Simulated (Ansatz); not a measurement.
Crystal: Li.

```xyz
1
Lattice="-1.7547 1.7547 1.7547 1.7547 -1.7547 1.7547 1.7547 1.7547 -1.7547" Properties=species:S:1:pos:R:3 pbc="T T T"
Li    0.0000    0.0000    0.0000
```

```yaml
Program: Ansatz 0.2.0
Task: relaxation of cell and atoms
Functional: revPBE
Dispersion: D3(BJ)
Potentials_or_basis: Ansatz PAW
Cutoff: "420 eV (not typed: the program's choice for these potentials)"
k_mesh: 11 × 11 × 11
Occupations: fermi-dirac, width 0.05 eV
Spin: no spin polarisation
```

At the start: volume 21.61 Å³/atom.

Question: How do energy, volume and symmetry change on relaxing?

Answer: It ends after 6 steps and the volume is 17.37 Å³/atom (-19.6 %); space group Im-3m (No. 229, to 0.05 Å).

The path:
```csv
step,energy change (eV),largest force (eV/Å),volume (Å³)
1,0.0000,0.0000,21.61
2,-0.0235,0.0000,19.84
3,-0.0378,0.0000,17.00
4,-0.0382,0.0000,17.42
5,-0.0382,0.0000,17.37
6,-0.0381,0.0000,17.37
```

Final structure:
```
Li
1.0
    -1.63146    1.63146    1.63146
     1.63146   -1.63146    1.63146
     1.63146    1.63146   -1.63146
Li
1
Direct
  0.00000 0.00000 0.00000
```

The cell as given is a measured one (21.61 Å³/atom); revPBE+D3(BJ) puts the equilibrium volume -19.6 % from it, thermal expansion not counted.

Caveat: the potentials were made for another functional, which shifts forces and pressure; the volume moved by over 15 % at a fixed basis, so the end points are rough; the plane-wave basis is chosen anew once the cell has moved, so the energies of steps on either side of that aren't comparable; the volume moved by -20 % from the deposited cell, more than functionals usually miss.
